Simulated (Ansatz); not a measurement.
Write the native input for Ansatz 0.2.0 that does the following.

| Property | Result |
| --- | --- |
| Task | band structure |
| Functional | PBEsol |
| Potentials or basis | all-electron LAPW, non-relativistic |
| Cutoff | 189 eV (chosen from the basis error) |
| Basis error allowed | 0.001 eV/atom |
| k mesh | 8 × 8 × 8 |
| Occupations | fermi-dirac, width 0.05 eV |
| Spin | no spin polarisation |

The system is SnSe.

```
Sn Se
1.0
     0.00000    3.01000    3.01000
     3.01000    0.00000    3.01000
     3.01000    3.01000    0.00000
Sn Se
1 1
Direct
  0.00000 0.00000 0.00000
  0.50000 0.50000 0.50000
```

Measurements of this composition are mostly on another form, of space group No. 62.

These files were run (other wordings do the same):

input.yaml

```yaml
crystal:
  lattice:
    - [0.0, 3.01, 3.01]
    - [3.01, 0.0, 3.01]
    - [3.01, 3.01, 0.0]
  atoms:
    - { symbol: Sn, position: [0.0, 0.0, 0.0] }
    - { symbol: Se, position: [0.5, 0.5, 0.5] }
kpoints:
  mp_grid: { grid: [8, 8, 8] }
  band_path:
    path:
      - [0.0, 0.0, 0.0]
      - [0.5, 0.0, 0.5]
      - [0.5, 0.25, 0.75]
      - [0.375, 0.375, 0.75]
      - [0.0, 0.0, 0.0]
      - [0.5, 0.5, 0.5]
      - [0.625, 0.25, 0.625]
      - [0.5, 0.25, 0.75]
    npoints: 6
scf:
  occupations: { method: fermi_dirac, width: 0.05 }
hamiltonian:
  xc: pbesol
  pseudopotentials:
    kind: all_electron
    lapw: { basis_error: 0.001 }
    relativity: none
output:
  forces: true
  stress: true
  eigenvalues: true
```

Potentials or basis: all-electron LAPW, non-relativistic.

The run is started by

```sh
$ ansatz run input.yaml --threads 1 --pin off --max-ram 3072MiB --backend cpu --events-out ev --progress --plain --runs-dir out
```

It gave:

```yaml
Pressure: -1.5 GPa
Band_gap_along_the_path: 0.25 eV, direct
```

Caveat: relativity is left out, which matters for the heavier elements; spin-orbit coupling is left out, which moves the levels of the heavy elements.

It took 9.2 s on 1 thread of Arm Neoverse V1, with other jobs on the host, peak memory 0.27 GiB.
